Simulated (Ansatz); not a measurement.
# MgH2 (Pbcn): the host for defect calculations

Aim: the runs on the perfect crystal MgH2 (Pbcn) that a defect calculation needs first.

Method: plane-wave PAW DFT, PBEsol; relaxation of the host's cell and atoms; PAW set soft_1, in the first sound run; inputs show where later runs differ, in Ansatz 0.2.0.

### Step 1. The starting structure

It takes space group Pbcn (No. 60, orthorhombic). The conventional cell has a = 4.479 Å, b = 5.393 Å, c = 4.896 Å, α = 90.00°, β = 90.00°, γ = 90.00°. Mg has 6 H at 1.90 to 1.99 Å nearest. Nearest to H lie 3 Mg at 1.90 to 1.99 Å. Farther neighbours are not listed.

### Step 2. Host cell relaxation

Cell and atoms are relaxed together, until forces and stress fall under their thresholds.

The input, cell/input.yaml:

```yaml
crystal:
  lattice:
    - [4.4790719, 0.0, 0.0]
    - [0.0, 5.3926223, 0.0]
    - [0.0, 0.0, 4.8955038]
  atoms:
    - { symbol: Mg, position: [0.5, 0.83152757, 0.75] }
    - { symbol: Mg, position: [0.0, 0.66847243, 0.25] }
    - { symbol: Mg, position: [0.5, 0.16847243, 0.25] }
    - { symbol: Mg, position: [0.0, 0.33152757, 0.75] }
    - { symbol: H, position: [0.72769253, 0.89106872, 0.41981232] }
    - { symbol: H, position: [0.22769253, 0.60893128, 0.58018768] }
    - { symbol: H, position: [0.77230747, 0.60893128, 0.91981232] }
    - { symbol: H, position: [0.27230747, 0.89106872, 0.08018768] }
    - { symbol: H, position: [0.72769253, 0.10893128, 0.91981232] }
    - { symbol: H, position: [0.22769253, 0.39106872, 0.08018768] }
    - { symbol: H, position: [0.77230747, 0.39106872, 0.41981232] }
    - { symbol: H, position: [0.27230747, 0.10893128, 0.58018768] }
basis:
  ecutwfc: 420
  xc_grid: 2
hamiltonian:
  xc: pbesol
  pseudopotentials: { kind: paw, azcp: { folder: soft_1 }, xc_functional: pbe }
kpoints:
  mp_grid: { grid: [6, 5, 6] }
scf:
  occupations: { method: fixed }
  max_iter: 100
relax:
  f_tol: 0.005
  max_steps: 60
  cell: {}
output:
  forces: true
  stress: true
checkpoint:
  write: "../cell.run"
  compress: false
  write_wavefunctions: false
  write_every: 100000
```

Started as:

```console
$ ansatz run input.yaml --threads 4 --pin off --max-ram 15073MiB --backend cpu --events-out ev --progress --plain --runs-dir out
```

Numbers of over 12 decimals in the logs are rounded to 6 here.

What it wrote:

```text
[... repeated set-up lines and file paths are left out, and long positions are rounded to six places ...]
Engine: ansatz 0.2.0, aarch64-unknown-linux-gnu
Pseudopotentials: kind: paw
Pseudopotential: Mg, paw, valence charge 10, recommended cutoff 420 eV (normal), soft_1/Mg.paw.azcp
Pseudopotential: H, paw, valence charge 1, recommended cutoff 420 eV (normal), soft_1/H.paw.azcp
Functional definition: PBEsol
  exchange = pbesol_x
  correlation = pbesol_c
Crystal: 12 atoms, lattice volume = 118.246 Å³
Basis set: ecut = 420 eV, 2297 PW (Γ), exchange–correlation on 60×80×72 points (8 copies of the dense FFT grid, shifted against one another)
Bands: 36, of which v1, the nominal top of the filled ones, is band 24 counted from 1 (23 counted from 0)
Symmetry: 8 space group operations
Space group: Pbcn (ITA 60), of the structure as read, at distance tolerance 4.9e-5 Å
k-points: 48 of 180
Non-local potential: Mg, projectors of the file, l = 0: 3, l = 1: 2, l = 2: 1
Non-local potential: H, projectors of the file, l = 0: 2, l = 1: 1
PAW form: soft (Blöchl's): semilocal exchange-correlation on the pseudo side does not see the compensation charge
PAW frozen core: Mg, regenerated for the run's functional, and the local potential with it (the file was generated under x = pbe(κ = 0.804, μ = 0.219515), c = pbe(β = 0.066725))
PAW one-centre angular grid: Mg, 110 points (default); XC on 64 Gauss nodes
PAW one-centre angular grid: H, 110 points (default); XC on 64 Gauss nodes
Initial density: superposition of atomic densities (chi_scale 0.1, normalization cell, long waves kept (reshape's long-wave potential 0.00 eV rms))
Initial wavefunctions: pseudopotential atomic-orbital guess
Functional: x = pbesol(κ = 0.804, μ = 0.123457), c = pbesol(β = 0.046)
SCF iter   1: F=—  HF=-7777.551713 eV  |F-HF|=—  |Δ(HF+E_count)|=         —  Δρ=7.38e-2  dr2=5.69e0  ethr=3.10e-3  ⟨swp⟩=5.0  Hψ=6090  notcnv=0  defer=456
preconditioner: auto → Resta (q_TF=auto, 2.348 Å⁻¹)  ε∞=2.7  [insulator: Δε(μ)=4.276 eV  Ē_g=10.515 eV  n_scr=28 (ndim 8)  ℏωp=13.7 eV  f_vac=0.000  ε∞_Penn≈2.7]
SCF iter   2: F=—  HF=-7776.038649 eV  |F-HF|=—  |Δ(HF+E_count)|=    1.51e0  Δρ=3.46e-2  dr2=1.38e0  ethr=3.10e-3  ⟨swp⟩=2.0  Hψ=2554  notcnv=0  defer=436
SCF iter   3: F=—  HF=-7775.598629 eV  |F-HF|=—  |Δ(HF+E_count)|=   4.40e-1  Δρ=3.70e-3  dr2=7.00e-3  ethr=2.88e-3  ⟨swp⟩=2.0  Hψ=1971  notcnv=0  defer=297
automatic band count: iteration 3 solves 33 bands in place of 36: the levels show a gap, and the empty bands left out lie too high to hold charge; the band table lists the bands solved (type scf.n_extra_bands for more)
SCF iter   4: F=—  HF=-7775.604479 eV  |F-HF|=—  |Δ(HF+E_count)|=   5.85e-3  Δρ=4.66e-4  dr2=1.66e-4  ethr=1.46e-5  ⟨swp⟩=2.0  Hψ=1963  notcnv=0  defer=330
SCF iter   5: F=—  HF=-7775.604610 eV  |F-HF|=—  |Δ(HF+E_count)|=   1.31e-4  Δρ=7.26e-5  dr2=6.11e-6  ethr=3.45e-7  ⟨swp⟩=2.0  Hψ=2604  notcnv=0  defer=329
SCF iter   6: F=—  HF=-7775.604634 eV  |F-HF|=—  |Δ(HF+E_count)|=   2.43e-5  Δρ=1.88e-5  dr2=5.05e-7  ethr=1.27e-8  ⟨swp⟩=3.0  Hψ=2730  notcnv=0  defer=201
SCF iter   7: F=-7775.604634 eV  HF=-7775.604634 eV  |F-HF|=2.23e-9  |Δ(HF+E_count)|=   2.01e-7  Δρ=2.61e-6  dr2=4.51e-9  ethr=2.08e-10  ⟨swp⟩=4.4  Hψ=4614  notcnv=0
SCF 1 converged in 7 iterations: F = -7775.604634 eV  dr2 = 4.51e-9
  greatest PAW one-centre occupation: 1.000 electrons in one spin orbital (limit 2), on the Mg atom at site 3 (counted from 0), in its partial waves of l = 0
relax step   1: F+E_penalty+E_count = -7775.60463406 eV  Δ(F+E_penalty+E_count) = +0.000e0 eV  max|allowed force component| = 2.506e-2 eV/Å  Δτ_max = 0.0000 Å  P = +0.113 GPa  Ω = 118.246 Å³  (7 SCF iters, dr2 threshold 1.00e-7 eV, accepted)
[... the SCF cycles and remarks between the steps are left out from here to the last step ...]
relax step   2: F+E_penalty+E_count = -7775.60630757 eV  Δ(F+E_penalty+E_count) = -1.674e-3 eV  max|allowed force component| = 1.383e-2 eV/Å  Δτ_max = 0.0259 Å  P = -0.016 GPa  Ω = 118.043 Å³  energy of the carried Pulay correction = +1.154e-4 eV  (5 SCF iters, dr2 threshold 6.86e-8 eV, accepted)
relax step   3: F+E_penalty+E_count = -7775.60661145 eV  Δ(F+E_penalty+E_count) = -3.039e-4 eV  max|allowed force component| = 2.867e-3 eV/Å  Δτ_max = 0.0068 Å  P = -0.001 GPa  Ω = 118.147 Å³  energy of the carried Pulay correction = +5.638e-5 eV  (5 SCF iters, dr2 threshold 1.49e-8 eV, accepted)
Initial wavefunctions: pseudopotential atomic-orbital guess (no wavefunctions were taken with the density)
iter 1 solved again at ethr=1.89e-8 eV; its pass at ethr=3.10e-3 eV (dr2=9.06e-6 eV) is discarded
SCF iter   1: F=—  HF=-7775.606550 eV  |F-HF|=—  |Δ(HF+E_count)|=         —  Δρ=2.96e-6  dr2=3.00e-9  ethr=1.89e-8  ⟨swp⟩=3.9  Hψ=10633  notcnv=0  defer=473
SCF iter   2: F=—  HF=-7775.606558 eV  |F-HF|=—  |Δ(HF+E_count)|=   7.86e-6  Δρ=1.62e-6  dr2=1.04e-9  ethr=6.25e-12  ⟨swp⟩=2.9  Hψ=3007  notcnv=0  defer=452
SCF iter   3: F=-7775.606558 eV  HF=-7775.606558 eV  |F-HF|=7.64e-11  |Δ(HF+E_count)|=   2.10e-9  Δρ=2.82e-7  dr2=6.98e-11  ethr=1.00e-12  ⟨swp⟩=2.9  Hψ=5974  notcnv=0
SCF 4 converged in 3 iterations: F = -7775.606558 eV  dr2 = 6.98e-11
relax step   4: F+E_penalty+E_count = -7775.60655828 eV  Δ(F+E_penalty+E_count) = +5.317e-5 eV  max|allowed force component| = 2.872e-3 eV/Å  Δτ_max = 0.0000 Å  P = -0.001 GPa  Ω = 118.147 Å³  stress off target by 3.04e-2 GPa  SCF on the basis re-selected at this cell (its energy is not comparable with the rows above)  (3 SCF iters)
basis re-selected at this cell: Δ(F+E_penalty+E_count) = +5.317e-5 eV, ΔP = -0.000 GPa vs the last step (what re-selecting the basis moved, of the pressure what is left beyond the Pulay correction that the steps carried, after the strain that the cell walked [...]
SCF converged after 3 iterations
Free energy (F): -7775.606558 eV
Harris-Foulkes:  -7775.606558 eV  (|F-HF|=7.64e-11)
Internal energy: -7775.606558 eV  (E = F + TS)
E sigma→0 (E₀):  -7775.606558 eV
Fermi energy:    2.297459 eV
--- Per-component energies (eV) ---
  E_band       = -1485.320945
  E_kinetic    = 390.170674
  E_local      = -7180.717216  (includes V_loc(G=0)·N_el)
  E_nonlocal   = 785.149145
  E_hartree    = 2462.148066
  E_xc         = -176.904773
  E_vxc        = -229.905193  (∫ρ·V_xc dr)
  E_paw        = -1163.387229  (= ΣΔE_a)
  E_vpaw       = -174.305465  (= ΣTr[D̂ρ^β])
  E_aug_tail   = -0.009086  (compensation charges beyond the density's cutoff)
  E_ewald      = -2892.291589
  E_core_change = 0.235449  (= ΣΔE_core)
  E_smearing   = -0.000000  (= −TS)
  E_closure    = 0.000000  (closes the sum)
  Σ components = -7775.606558   (vs F -7775.606558, Δ=0.00e0)
--- Forces (eV/Å), atoms counted from 1 ---
  atom   1  Mg     0.00000000    -0.00103993    -0.00000000
  atom   2  Mg    -0.00000000     0.00103993    -0.00000000
  atom   3  Mg     0.00000000     0.00103993     0.00000000
  atom   4  Mg     0.00000000    -0.00103993     0.00000000
  atom   5  H     -0.00287173     0.00104783     0.00008347
  atom   6  H     -0.00287173    -0.00104783    -0.00008347
  atom   7  H      0.00287173    -0.00104783     0.00008347
  atom   8  H      0.00287173     0.00104783    -0.00008347
  atom   9  H     -0.00287173    -0.00104783     0.00008347
  atom  10  H     -0.00287173     0.00104783    -0.00008347
  atom  11  H      0.00287173     0.00104783     0.00008347
  atom  12  H      0.00287173    -0.00104783    -0.00008347
  max |Σ_I F_I| component: 8.94e-19 eV/Å
--- Stress (GPa, compression-positive) ---
       -0.030442       0.000000      -0.000000
        0.000000       0.014746      -0.000000
       -0.000000      -0.000000       0.011838
  P = ⅓ Tr σ = -0.0013 GPa (-0.013 kbar)
--- Relaxed structure (3 steps of the walk, 3 accepted, 1 SCFs on fresh bases) ---
  F+E_penalty+E_count = -7775.60655828 eV   max|allowed force component| = 2.872e-3 eV/Å   (the final SCF, on the basis selected at the relaxed cell)
  cell:  # Å, volume = 118.1466 Å³
    - [4.475898, 0, 0]
    - [0, 5.393207, 0]
    - [0, 0, 4.894337]
  atoms:
    - { symbol: Mg, position: [0.5, 0.830459, 0.75] }
    - { symbol: Mg, position: [0, 0.669541, 0.250000] }
    - { symbol: Mg, position: [0.5, 0.169541, 0.250000] }
    - { symbol: Mg, position: [0, 0.330459, 0.75] }
    - { symbol: H, position: [0.730010, 0.893942, 0.421111] }
    - { symbol: H, position: [0.230010, 0.606058, 0.578889] }
    - { symbol: H, position: [0.769990, 0.606058, 0.921111] }
    - { symbol: H, position: [0.269990, 0.893942, 0.078889] }
    - { symbol: H, position: [0.730010, 0.106058, 0.921111] }
    - { symbol: H, position: [0.230010, 0.393942, 0.078889] }
    - { symbol: H, position: [0.769990, 0.393942, 0.421111] }
    - { symbol: H, position: [0.269990, 0.106058, 0.578889] }
```

Run time: 6 s. Hardware: 4 threads of Arm Neoverse V2, shared host; peak memory 0.5 GiB.

Relaxation path:

```
step  energy less that of the first step (eV)  largest force component (eV/Å)  pressure (GPa)  volume (Å³)
   1                                   0.0000                          0.0251            0.11       118.25
   2                                  -0.0017                          0.0138           -0.02       118.04
   3                                  -0.0020                          0.0029            0.00       118.15
  4*                                  -0.0019                          0.0029            0.00       118.15
```

Relaxation steps marked * repeat the geometry before them on a plane-wave basis chosen anew for their cell, so energy and pressure can jump there.

Forces are held to the 8 operations that the run works with; a distortion that breaks them can't arise in this run.

```
conventional cell, symmetrised  before  after  change
                         a (Å)   4.479  4.476  -0.1 %
                         b (Å)   5.393  5.393  +0.0 %
                         c (Å)   4.896  4.894  -0.0 %
              volume (Å³/atom)    9.85   9.85  -0.1 %
```

The atoms that moved most (Å, as changes of fractional coordinates times the final cell):

```
atom      dx      dy      dz  length
  H7  -0.010  -0.015   0.006   0.020
  H6   0.010  -0.015  -0.006   0.020
  H8  -0.010   0.015  -0.006   0.020
  H5   0.010   0.015   0.006   0.020
 H10   0.010   0.015  -0.006   0.020
 H11  -0.010   0.015   0.006   0.020
 H12  -0.010  -0.015  -0.006   0.020
  H9   0.010  -0.015   0.006   0.020
```

Numbers from this step:

```
pressure : -0.001286 GPa
```

### Step 3. Dielectric tensors of the host

The response to a uniform electric field gives the electronic dielectric tensor.

This step: plane-wave PAW DFPT, PBEsol; dielectric tensors, Born charges and zone-centre modes of the host; PAW set soft_1 (Ansatz 0.2.0).

The input, eps/input.yaml:

```yaml
crystal:
  lattice:
    - [4.4758977295, 0.0, 0.0]
    - [0.0, 5.3932066099, 0.0]
    - [0.0, 0.0, 4.8943374802]
  atoms:
    - { symbol: Mg, position: [0.5, 0.830459042, 0.75] }
    - { symbol: Mg, position: [0.0, 0.669540958, 0.25] }
    - { symbol: Mg, position: [0.5, 0.169540958, 0.25] }
    - { symbol: Mg, position: [0.0, 0.330459042, 0.75] }
    - { symbol: H, position: [0.7300095437, 0.8939422732, 0.4211105285] }
    - { symbol: H, position: [0.2300095437, 0.6060577268, 0.5788894715] }
    - { symbol: H, position: [0.7699904563, 0.6060577268, 0.9211105285] }
    - { symbol: H, position: [0.2699904563, 0.8939422732, 0.0788894715] }
    - { symbol: H, position: [0.7300095437, 0.1060577268, 0.9211105285] }
    - { symbol: H, position: [0.2300095437, 0.3939422732, 0.0788894715] }
    - { symbol: H, position: [0.7699904563, 0.3939422732, 0.4211105285] }
    - { symbol: H, position: [0.2699904563, 0.1060577268, 0.5788894715] }
basis:
  ecutwfc: 420
hamiltonian:
  xc: pbesol
  pseudopotentials: { kind: paw, azcp: { folder: soft_1 }, xc_functional: pbe }
kpoints:
  mp_grid: { grid: [6, 5, 5] }
scf:
  occupations: { method: fixed }
  max_iter: 100
phonons:
  method: dfpt
  dielectric: true
  rigid_motions: translations
```

What it wrote:

```text
[...]
Crystal: 12 atoms, lattice volume = 118.147 Å³
Basis set: ecut = 420 eV, 2297 PW (Γ), exchange–correlation on 60×80×72 points (8 copies of the dense FFT grid, shifted against one another)
Bands: 36, of which v1, the nominal top of the filled ones, is band 24 counted from 1 (23 counted from 0)
Symmetry: 8 space group operations
k-points: 76 of 150 (irreducible under 1 space group operation, time reversal used)
[...]
SCF iter   1: F=—  HF=-7777.546558 eV  |F-HF|=—  |Δ(HF+E_count)|=         —  Δρ=7.37e-2  dr2=5.67e0  ethr=3.10e-3  ⟨swp⟩=4.9  Hψ=9727  notcnv=0  defer=701
[...]
SCF iter   8: F=-7775.606588 eV  HF=-7775.606588 eV  |F-HF|=2.27e-11  |Δ(HF+E_count)|=   2.98e-9  Δρ=2.18e-7  dr2=5.54e-11  ethr=1.00e-12  ⟨swp⟩=13.6  Hψ=21436  notcnv=0
SCF 1 converged in 8 iterations: F = -7775.606588 eV  dr2 = 5.54e-11
[...]
NSCF: frozen V_eff on 6 k-points
DFPT response loops at Γ: preconditioner auto → Resta (q_TF=auto, 2.348 Å⁻¹)  ε∞=4.2 (no band partly filled); β = 1.00, the filter's whole step (`scf.mixing.beta` (0.50) is not read by the response loops at its default; [...]
── the response to a field inside a basis, on 6×6×6 k-points: an SCF that follows is theirs, and a resumed run solves both again ──
Bands: 25, of which v1, the nominal top of the filled ones, is band 24 counted from 1 (23 counted from 0)
k-points: 27 of 216
[...]
Eigensolver: Dense (27 Hₖ)
SCF iter   1: F=—  HF=-7775.588998 eV  |F-HF|=—  |Δ(HF+E_count)|=         —  Δρ=2.18e-4  dr2=1.57e-5  ethr=1.00e-1
[...]
SCF iter   4: F=-7775.589028 eV  HF=-7775.589028 eV  |F-HF|=5.08e-10  |Δ(HF+E_count)|=   5.18e-8  Δρ=1.46e-6  dr2=2.16e-9  ethr=2.13e-10
SCF 1 converged in 4 iterations: F = -7775.589028 eV  dr2 = 2.16e-9
DFPT response loops at Γ: preconditioner auto → none (the input reference at scf.mixing.eps_inf says where Resta's filter doesn't serve); β = 0.50; Broyden in place of MSR1
SCF converged after 8 iterations
Free energy (F): -7775.606588 eV
[...]
Internal energy: -7775.606588 eV  (E = F + TS)
E sigma→0 (E₀):  -7775.606588 eV
Fermi energy:    2.297456 eV
[...]
--- Band table (eV; the first three rows and the last of 76) ---
[...]
[... further k-points left out ...]
--- Phonons (Γ-DFPT): 6 representative perturbations + reference, on 76 of 150 k-points (Σ response iterations 21) ---
  k mesh reduced under 1 symmetry operation, with k and −k counted as one. Each operation leaves every solved perturbation unchanged. A smaller set is not considered because the run solves the response to a homogeneous field
  ASR residual: 5.116e-5 → 0.000e0 eV/Å²; symmetrization residual: 5.217e-7 eV/Å²
  ASR residual per site (eV/Å²): 5.12e-5 5.12e-5 5.12e-5 5.12e-5 4.64e-6 4.64e-6 4.64e-6 4.64e-6 4.64e-6 4.64e-6 4.64e-6 4.64e-6
  Γ frequencies (cm⁻¹): 0.00 0.00 0.00 176.81 182.17 199.94 223.23 241.06 242.80 268.95 307.78 330.73 450.37 457.48 482.54 535.03 601.55 618.42 640.12 757.90 865.85 954.64 1014.24 1026.88 1046.45 1047.54 1051.80 1122.87 1133.14 1194.01 1273.96 1305.78 1343.17 [...]
  ε∞ (high-frequency dielectric tensor):
        4.224125     0.000000     0.000000
        0.000000     4.332580     0.000000
        0.000000     0.000000     4.333622
  ε⁰ (static dielectric tensor: ions relaxed, cell fixed):
       11.819255    -0.000000    -0.000000
       -0.000000    11.394492     0.000000
       -0.000000     0.000000    11.837468
  ε⁰ − ε∞ (ionic part):
        7.595130    -0.000000    -0.000000
       -0.000000     7.061912     0.000000
       -0.000000     0.000000     7.503846
  softest optical mode at Γ: 176.81 cm⁻¹; the repairs (sum rule, projections) moved no ω² at Γ by more than (2.62 cm⁻¹)²
  Born effective charges Z* (e; rows j = field, columns β = displacement):
    site 0:
         1.83455   -0.00000    0.06139
        -0.00000    1.92520   -0.00000
         0.02475   -0.00000    1.92890
    site 1:
         1.83455   -0.00000   -0.06139
        -0.00000    1.92520    0.00000
        -0.02475    0.00000    1.92890
    site 2:
         1.83455   -0.00000    0.06139
        -0.00000    1.92520    0.00000
         0.02475    0.00000    1.92890
    site 3:
         1.83455   -0.00000   -0.06139
        -0.00000    1.92520    0.00000
        -0.02475    0.00000    1.92890
    site 4:
        -0.91728    0.16392    0.11588
         0.17702   -0.96260    0.02080
         0.10790    0.01666   -0.96445
    site 5:
        -0.91728   -0.16392   -0.11588
        -0.17702   -0.96260    0.02080
        -0.10790    0.01666   -0.96445
    site 6:
        -0.91728    0.16392   -0.11588
         0.17702   -0.96260   -0.02080
        -0.10790   -0.01666   -0.96445
    site 7:
        -0.91728   -0.16392    0.11588
        -0.17702   -0.96260   -0.02080
         0.10790   -0.01666   -0.96445
    site 8:
        -0.91728   -0.16392    0.11588
        -0.17702   -0.96260   -0.02080
         0.10790   -0.01666   -0.96445
    site 9:
        -0.91728    0.16392   -0.11588
         0.17702   -0.96260   -0.02080
        -0.10790   -0.01666   -0.96445
    site 10:
        -0.91728   -0.16392   -0.11588
[...]
site 11:
[...]
Z* charge neutrality: 9.593e-3 e pre-enforcement
  solved inside a basis spanned on kpoints, on 6×6×6 k-points, its susceptibility summed on 10×8×8: ε∞ is read to err by 1.3e-2, Z* by 1.4e-2 e (field_mesh: kpoints solves on kpoints); Z* is corrected for what the basis lacks
  optical modes at Γ without the LO–TO term, one row a degenerate level:
      ω (cm⁻¹)  modes    IR ((D/Å)²/amu)
[...]
optical modes at Γ + LO–TO along q̂ = [1.0000, 0.0000, 0.0000]:
      ω (cm⁻¹)  modes    IR ((D/Å)²/amu)
[...]
optical modes at Γ + LO–TO along q̂ = [0.0000, 1.0000, 0.0000]:
      ω (cm⁻¹)  modes    IR ((D/Å)²/amu)
[...]
optical modes at Γ + LO–TO along q̂ = [0.0000, 0.0000, 1.0000]:
      ω (cm⁻¹)  modes    IR ((D/Å)²/amu)
[...]
1046.45      1             0.0000
       1047.54      1             0.0000
       1051.80      1             0.0000
       1133.14      1             0.0000
       1194.01      1            81.7452
       1273.96      1             0.0000
       1305.78      1            10.4514
       1309.43      1           154.0257
       1343.17      1             0.0000
       1345.24      1             0.0000
       1384.95      1             0.0000
       1453.36      1             0.0000
```

Wall time 69 s (4 threads); peak memory 1.4 GiB.

Reading the cycles: dr2 is the Hartree energy of the density residual (eV), the measure of convergence; HF is the Harris–Foulkes estimate of the energy, which meets the free energy F at convergence.

Electronic dielectric tensor:

```
4.22 0.00 0.00
0.00 4.33 0.00
0.00 0.00 4.33
```

Static dielectric tensor:

```
11.82  0.00  0.00
 0.00 11.39  0.00
 0.00  0.00 11.84
```

The principal values of the electronic dielectric tensor are 4.22, 4.33 and 4.33. The principal values of the static dielectric tensor are 11.39, 11.82 and 11.84.

[end of part 1 of 2]

[Logs are printed without paths, hosts, clocks, repeated set-up lines and the standing remarks that a program may print on its own settings, such as how far it seeks lower states.]

[Hosts, paths, dates, database ids (printed as entryN), source tags and the programs' standing remarks are cut or masked in the printed files.]

[Runs of the host that timed out are not shown.]

[For some hosts the program warned that the k-mesh of the response run may be too coarse for force constants and the static dielectric constant; such warnings are not always shown.]
